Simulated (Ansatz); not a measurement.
## MnSi, before and after

A trial structure of MnSi was built thus: random cell by space group and Wyckoff sites (I4/mmm, No. 139). The dimensions are guesses.

start.xyz

```xyz
2
Lattice="-1.9325 1.9325 2.2930 1.9325 -1.9325 2.2930 1.9325 1.9325 -2.2930" Properties=species:S:1:pos:R:3 pbc="T T T"
Mn    0.0000    0.0000    2.2930
Si    0.0000    0.0000    0.0000
```

Method: DFT PBE, scalar-relativistic, plane waves, PAW in Ansatz. Cutoff 420 eV, Gaussian smearing, Γ-centred meshes. Cell and atoms relax first on a coarse mesh and then on a finer one. In between, the cell is made exact in the group found at 0.06 Å. In metals the finer mesh still leaves noise of several meV/atom or more. The steps can't lower the symmetry of their start. Collinear spin, starting moments Mn 4.0 μB.

end.xyz

```xyz
2
Lattice="0.0000 2.4232 2.4232 2.4232 0.0000 2.4232 2.4232 2.4232 0.0000" Properties=species:S:1:pos:R:3 pbc="T T T"
Mn    2.4232    2.4232    2.4232
Si    0.0000    0.0000    0.0000
```

The symmetry goes from I4/mmm (No. 139) to Fm-3m (No. 225). The end has the rock salt type. The volume per atom shrinks by 16.9 %, from 17.1 to 14.2 Å³. The shortest distance goes from 2.29 Å (Mn–Si) to 2.42 Å (Mn–Si). The energy falls by about 0.22 eV/atom (the start's value is from the coarse mesh). The end is written in a standard setting, so origin, axes and order of atoms can differ from the start's.

```yaml
Volume_per_atom: 14.23 Å³
Density: 4.84 g/cm³
Formation_energy: +0.16 eV/atom
Gap_on_the_20×20×20_mesh_of_the_2-atom_cell: 0 eV (a metal)
Net_moment_per_atom: 1.24 μB
Moment_by_site: Mn 2.5; Si -0.1 μB
```

The zero of energy is the elements' standard structures at the same level; no fitted shifts are applied. The separate elements lie lower, so it is unstable against them.

The last run used collinear spin and Gaussian smearing of 0.10 eV. Another magnetic order may lie lower. Symmetry constrained the relaxation, so the result can be a saddle point. In all, the 3 runs took 40 s on 1 thread of Intel(R) Xeon(R) 6975P-C (Granite Rapids), on a shared host. Another cell of MnSi relaxed alike, in P2_13 (a cell as deposited in COD), lies 0.61 eV/atom lower, so this cell isn't the stable form at this level.
